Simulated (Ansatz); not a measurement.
# Tl (P6_3/mmc) in Ansatz: notebook

One crystal, Tl, is run at these levels: PBE, LDA; tasks: single point, relaxation of cell and atoms.

All numbers are computed with Ansatz 0.2.0; they aren't measurements. Logs are shortened: lines on timing, memory, paths and dates and some standing lists are left out, and cuts for length are marked.

**1. Starting point**

The structure is hexagonal, space group P6_3/mmc (No. 194). Conventional cell: a = 3.456 Å, b = 3.456 Å, c = 5.525 Å, α = 90.00°, β = 90.00°, γ = 120.00°. Around Tl (site symmetry -6m2) lie 12 Tl at 3.41 to 3.46 Å.

**2. Single point, PBE (strain = 0.0)**

input.yaml reads:

```yaml
crystal:
  lattice:
    - [3.456, 0.0, 0.0]
    - [-1.728, 2.9929837955, 0.0]
    - [0.0, 0.0, 5.525]
  atoms:
    - { symbol: Tl, position: [0.6666666667, 0.3333333333, 0.75] }
    - { symbol: Tl, position: [0.3333333333, 0.6666666667, 0.25] }
kpoints:
  mp_grid: { grid: [9, 9, 5] }
scf:
  occupations: { method: fermi_dirac, width: 0.05 }
hamiltonian:
  xc: pbe
  pseudopotentials: { kind: all_electron, lapw: { basis_error: 0.001 } }
output:
  forces: true
  stress: true
  eigenvalues: true
```

Potentials or basis: all-electron LAPW, scalar-relativistic.

Command:

```sh
> ansatz run input.yaml --threads 1 --pin off --max-ram 3072MiB --backend cpu --events-out ev --progress --plain --runs-dir out
```

The log of the run:

```text
Warning: RAYON_NUM_THREADS=1 ignored (pool sized by the plan → 1); use --threads N
LAPW: plane waves up to 6.623 Å⁻¹, error target 1.0e-3 eV per atom; small_component_spin mean_spin; Tl in spheres of 1.704 Å, 35 of its electrons in bands, Dirac shells [] (how accurate: hamiltonian.pseudopotentials.lapw.basis_error, Limitations)
Engine: ansatz 0.2.0, aarch64-unknown-linux-gnu
Pseudopotentials: kind: all_electron
Pseudopotential: Tl, LAPW, valence charge 35, lapw/all_electron/scalar/gaussian/Tl, Koelling and Harmon's equation, gaussian nucleus
Functional definition: PBE
  parameter kappa = 0.804
  parameter beta = 0.06672455060314922
  exchange = pbe_x(kappa = kappa, mu = beta*pi^2/3)
  correlation = pbe_c(beta = beta)
Crystal: 2 atoms, lattice volume = 57.149 Å³
Basis set: ecut = 167.11240306119848 eV, 287 PW (Γ), exchange–correlation at level 2
Bands: 42, of which v1, the nominal top of the filled ones, is band 35 counted from 1 (34 counted from 0)
Symmetry: 24 space group operations
Space group: P63/mmc (ITA 194), of the structure as read, at distance tolerance 3.9e-5 Å
k-points: 36 of 405
Non-local potential: Tl, projectors of the file, none
Initial density: superposition of atomic densities (chi_scale 0.1, normalization cell)
Initial wavefunctions: plane waves of lowest kinetic energy (no species holds an atomic orbital)
Functional: x = pbe(κ = 0.804, μ = 0.2195149727645171), c = pbe(β = 0.06672455060314922)
iter 1 solved again at ethr=8.79e-6 eV; its pass at ethr=1.00e-1 eV (dr2=6.16e-3 eV) is discarded
SCF iter   1: F=—  HF=-1101552.428398 eV  |F-HF|=—  |Δ(HF+E_count)|=         —  Δρ=3.79e-3  dr2=6.21e-3  ethr=8.79e-6  ⟨swp⟩=4.2  Hψ=10008  notcnv=0
preconditioner: auto → LDOS  [metal: Δε(μ)=0.041 eV  Ē_g=15.765 eV  σ=0.050 eV  W_gap=0.20  n_scr=22 (ndim 8)  ℏωp=25.0 eV  f_vac=0.055  D(μ)=1.93/eV (n_scr^D=22)  β→1.0]
SCF iter   2: F=—  HF=-1101552.424185 eV  |F-HF|=—  |Δ(HF+E_count)|=   4.21e-3  Δρ=1.40e-3  dr2=6.90e-4  ethr=8.79e-6  ⟨swp⟩=3.0  Hψ=5246  notcnv=0
SCF iter   3: F=—  HF=-1101552.377138 eV  |F-HF|=—  |Δ(HF+E_count)|=   4.70e-2  Δρ=1.08e-3  dr2=4.98e-4  ethr=9.86e-7  ⟨swp⟩=3.0  Hψ=5176  notcnv=0
SCF iter   4: F=—  HF=-1101552.376141 eV  |F-HF|=—  |Δ(HF+E_count)|=   9.97e-4  Δρ=4.33e-4  dr2=8.20e-5  ethr=7.12e-7  ⟨swp⟩=2.2  Hψ=4556  notcnv=0
iter 5 solved again at ethr=1.04e-8 eV; its pass at ethr=1.17e-7 eV (dr2=7.26e-6 eV) is discarded
SCF iter   5: F=—  HF=-1101552.376173 eV  |F-HF|=—  |Δ(HF+E_count)|=   3.21e-5  Δρ=1.26e-4  dr2=7.26e-6  ethr=1.04e-8  ⟨swp⟩=2.0  Hψ=7740  notcnv=0
SCF iter   6: F=—  HF=-1101552.376190 eV  |F-HF|=—  |Δ(HF+E_count)|=   1.66e-5  Δρ=1.68e-5  dr2=1.42e-7  ethr=1.04e-8  ⟨swp⟩=3.0  Hψ=4660  notcnv=0
SCF iter   7: F=-1101552.376190 eV  HF=-1101552.376190 eV  |F-HF|=2.79e-9  |Δ(HF+E_count)|=   2.86e-7  Δρ=2.39e-6  dr2=3.47e-9  ethr=2.02e-10  ⟨swp⟩=3.0  Hψ=4664  notcnv=0
SCF 1 converged in 7 iterations: F = -1101552.376190 eV  dr2 = 3.47e-9
SCF converged after 7 iterations
Free energy (F): -1101552.376190 eV
Harris-Foulkes:  -1101552.376190 eV  (|F-HF|=2.79e-9)
Internal energy: -1101552.361705 eV  (E = F + TS)
E sigma→0 (E₀):  -1101552.368947 eV
Entropy (-TS):   -0.014485 eV (-7.243 meV/atom)
Fermi energy:    15.640725 eV
--- Per-component energies (eV) ---
  E_band       = -3606.935885
  E_kinetic    = 1265091.178613
  E_xc         = -20714.786001
  E_electrostatic = -2345928.754317  (all electrons and nuclei)
  E_smearing   = -0.014485  (= −TS)
  E_closure    = 0.000000  (closes the sum)
  E_atoms      = -1101548.003718  (free atoms, spherical and without spin; not in F)
  Σ components = -1101552.376190   (vs F -1101552.376190, Δ=0.00e0)
  Basis errors (estimates in eV, not in F): energy 2.2e-4 per atom: plane waves 2.1e-4 (1.1e-4 summed), levels above the bands 2.7e-95, relativity 5.3e-8, radial functions 3.2e-6, core shells 6.6e-9; eigenvalues (radial functions only) 1.1e-4; not estimated: angular momenta, meshes, grids; target (lapw.basis_error) 1.0e-3; muffin-tin radii Tl 1.704 Å
--- Forces (eV/Å), atoms counted from 1 ---
  atom   1  Tl     0.00000000     0.00000000     0.00000000
  atom   2  Tl     0.00000000    -0.00000000     0.00000000
  max |Σ_I F_I| component: 4.63e-18 eV/Å
--- Stress (GPa, compression-positive) ---
        2.979636       0.000000       0.000000
        0.000000       2.979636       0.000000
        0.000000       0.000000       4.351669
  P = ⅓ Tr σ = 3.4370 GPa (34.370 kbar)
--- Band table (eV; the first three rows and the last of 36) ---
  k-point 0: bands = ["-110.9992", "-110.9990", "-94.3088", "-94.3088", "-94.3088", "-94.3088", "-94.3079", "-94.3079", "-94.3079", "-94.3079", "-94.3071", "-94.3071", "-94.3071", "-94.3071", "-94.3068", "-94.3068", "-56.2331", "-56.2299", "-56.2299", "-56.2282", "-56.2282", "-56.2242", "3.8425", "4.0717", "4.0897", "4.0897", "4.1433", "4.1433", "4.2075", "4.2075", "4.5454", "4.5454", "5.6113", "10.5549", "12.8138", "23.6394", "23.6394", "25.7175", "25.7175", "25.9401", "26.4655", "26.5788"]
  k-point 1: bands = ["-110.9992", "-110.9991", "-94.3088", "-94.3088", "-94.3088", "-94.3088", "-94.3079", "-94.3079", "-94.3079", "-94.3079", "-94.3071", "-94.3071", "-94.3071", "-94.3071", "-94.3068", "-94.3068", "-56.2323", "-56.2297", "-56.2297", "-56.2284", "-56.2284", "-56.2251", "3.8704", "4.0596", "4.0596", "4.0627", "4.1212", "4.1212", "4.2752", "4.2752", "4.5304", "4.5304", "5.8327", "9.2684", "14.5352", "23.8136", "23.8136", "24.1997", "25.5098", "25.5098", "25.9725", "26.4047"]
  k-point 2: bands = ["-110.9992", "-110.9991", "-94.3088", "-94.3088", "-94.3088", "-94.3088", "-94.3079", "-94.3079", "-94.3079", "-94.3079", "-94.3071", "-94.3071", "-94.3071", "-94.3071", "-94.3068", "-94.3068", "-56.2301", "-56.2293", "-56.2293", "-56.2288", "-56.2288", "-56.2273", "3.9408", "4.0179", "4.0474", "4.0474", "4.0761", "4.0761", "4.3856", "4.3856", "4.4779", "4.4779", "6.5228", "7.6914", "17.4093", "20.7043", "24.2982", "24.2982", "24.9534", "24.9534", "26.0720", "26.2449"]
  k-point 35: bands = ["-110.9990", "-110.9990", "-94.3088", "-94.3088", "-94.3088", "-94.3088", "-94.3079", "-94.3079", "-94.3079", "-94.3079", "-94.3071", "-94.3071", "-94.3071", "-94.3071", "-94.3068", "-94.3068", "-56.2340", "-56.2340", "-56.2334", "-56.2326", "-56.2272", "-56.2272", "3.9266", "3.9266", "4.0433", "4.2160", "4.2573", "4.2573", "4.3115", "4.3187", "4.5521", "4.5521", "11.5230", "11.5230", "14.9211", "14.9211", "15.3481", "16.4529", "22.8031", "22.8031", "25.3292", "27.8911"]
```

It took 12 s on 1 thread of Arm Neoverse V1, shared host; peak memory 0.31 GiB.

What came out:

| Property | Result |
| --- | --- |
| Free energy | -1101552.3762 eV |
| Pressure | 3.4 GPa |
| Band gap on the k mesh | none (metal or under the smearing width) |

**3. Relaxation of cell and atoms, LDA**

Edit input.yaml of step 2 so:

```diff
@@ -13,3 +13,3 @@
 hamiltonian:
-  xc: pbe
+  xc: lda
   pseudopotentials: { kind: all_electron, lapw: { basis_error: 0.001 } }
@@ -18,2 +18,5 @@
   stress: true
-  eigenvalues: true
+relax:
+  f_tol: 0.01
+  max_steps: 60
+  cell: {}
```

Potentials or basis: all-electron LAPW, scalar-relativistic.

Command:

```sh
> ansatz run input.yaml --threads 1 --pin off --max-ram 3072MiB --backend cpu --events-out ev --progress --plain --runs-dir out
```

It took 48 s on 1 thread of Arm Neoverse V1, shared host; peak memory 0.32 GiB.

Results (log left out):

- Free energy: -1100957.7583 eV
- Relaxed volume: 27.33 Å³/atom
- Relaxed cell: a = 3.344 Å, b = 3.344 Å, c = 5.645 Å, α = 90.00°, β = 90.00°, γ = 120.00°
- Space group after relaxing (to 0.05 Å): P6_3/mmc (No. 194)
- Energy gained by relaxing: 10.6 meV/atom
- Ionic steps: 6
- Pressure after relaxing: 0.0 GPa

The path:
| step | energy change (eV) | largest force (eV/Å) | volume (Å³) |
| --- | --- | --- | --- |
| 1 | 0.0000 | 0.0000 | 57.15 |
| 2 | -0.0152 | 0.0000 | 55.02 |
| 3 | -0.0190 | 0.0000 | 54.42 |
| 4 | -0.0207 | 0.0000 | 54.31 |
| 5 | -0.0211 | 0.0000 | 54.67 |
| 6 | -0.0212 | 0.0000 | 54.67 |

Final structure:
```xyz
2
Lattice="3.3439 0.0000 0.0000 -1.6719 2.8959 0.0000 0.0000 0.0000 5.6453" Properties=species:S:1:pos:R:3 pbc="T T T"
Tl    1.6719    0.9653    4.2340
Tl    0.0000    1.9306    1.4113
```

**4. Relaxation of cell and atoms, LDA, target pressure 2 GPa, at which the enthalpy is minimised**

Edit input.yaml of step 3 so:

```diff
@@ -21,2 +21,2 @@
   max_steps: 60
-  cell: {}
+  cell: { p_target: 2.0 }
```

Command:

```sh
> ansatz run input.yaml --threads 1 --pin off --max-ram 3072MiB --backend cpu --events-out ev --progress --plain --runs-dir out
```

It took 49 s on 1 thread of Arm Neoverse V1, shared host; peak memory 0.32 GiB.

It converged, with:

- Free energy: -1100957.7450 eV
- Relaxed volume: 26.21 Å³/atom
- Relaxed cell: a = 3.296 Å, b = 3.296 Å, c = 5.573 Å, α = 90.00°, β = 90.00°, γ = 120.00°
- Space group after relaxing (to 0.05 Å): P6_3/mmc (No. 194)
- Energy change on relaxing (the enthalpy is what falls): -3.9 meV/atom
- Ionic steps: 6
- Pressure after relaxing: 2.0 GPa

Step by step:
```tsv
step	energy change (eV)	largest force (eV/Å)	volume (Å³)
1	0.0000	0.0000	57.15
2	0.0003	0.0000	52.36
3	-0.0038	0.0000	52.34
4	-0.0049	0.0000	52.26
5	-0.0078	0.0000	52.41
6	-0.0079	0.0000	52.41
```

Final structure:
```xyz
2
Lattice="3.2956 0.0000 0.0000 -1.6478 2.8540 0.0000 0.0000 0.0000 5.5726" Properties=species:S:1:pos:R:3 pbc="T T T"
Tl    1.6478    0.9513    4.1794
Tl    0.0000    1.9027    1.3931
```

The run has no spin-orbit coupling, so splittings on Tl are missing. Zero-point motion and thermal expansion aren't in these numbers.

**5. Overview**

```tsv
task	level	cell	cutoff (eV)	pressure (GPa)
single point	PBE	strain = 0.0	167	3.4
relaxation of cell and atoms	LDA	relaxed	-	0.0
relaxation of cell and atoms	LDA	relaxed to 2 GPa	-	2.0
```

Alike in all rows: potentials or basis all-electron LAPW, scalar-relativistic; no spin polarisation; k mesh 9 × 9 × 5; smearing fermi-dirac 0.05 eV; basis error allowed 0.001 eV/atom.

Compare energies only between runs with the same functional and basis.

**6. How close it comes**

Step 3. The cell as given is a measured one (28.57 Å³/atom); LDA puts the equilibrium volume -4.3 % from it, thermal expansion not counted.
